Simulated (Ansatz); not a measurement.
Hf: single point with PBE

Hf:

```
Hf
1.0
     3.19670    0.00000    0.00000
    -1.59835    2.76842    0.00000
     0.00000    0.00000    5.05780
Hf
2
Cartesian
  1.5984 0.9228 3.7934
  0.0000 1.8456 1.2645
```

```
Program             : Ansatz 0.2.0
Task                : single point
Functional          : PBE
Potentials or basis : all-electron LAPW, scalar-relativistic
Cutoff              : 213 eV (chosen from the basis error)
Basis error allowed : 0.001 eV/atom
k mesh              : 10 × 10 × 5
Occupations         : gaussian, width 0.021 eV
Spin                : no spin polarisation
```

```json
{
  "Pressure": "0.6 GPa",
  "Band gap on the k mesh": "none (metal or under the smearing width)"
}
```

Stress tensor (GPa, compression positive):
```
0.73 0.00 0.00
0.00 0.73 0.00
0.00 0.00 0.47
```

Levels at points of the mesh, in eV from the Fermi level:
```csv
k point,band 34,band 35,band 36,band 37,band 38,band 39
"(0.00, 0.00, 0.00)",-3.69,0.65,1.19,1.19,1.47,2.01
"(0.00, -0.50, 0.00)",-2.73,-2.21,-0.79,0.80,0.88,1.69
```

Run time: 29 s on 1 thread of Intel(R) Xeon(R) Processor @ 2.50GHz (Skylake/Cascade Lake) (shared host), peak memory 0.35 GiB.

The run has no spin-orbit coupling, so splittings on Hf are missing.
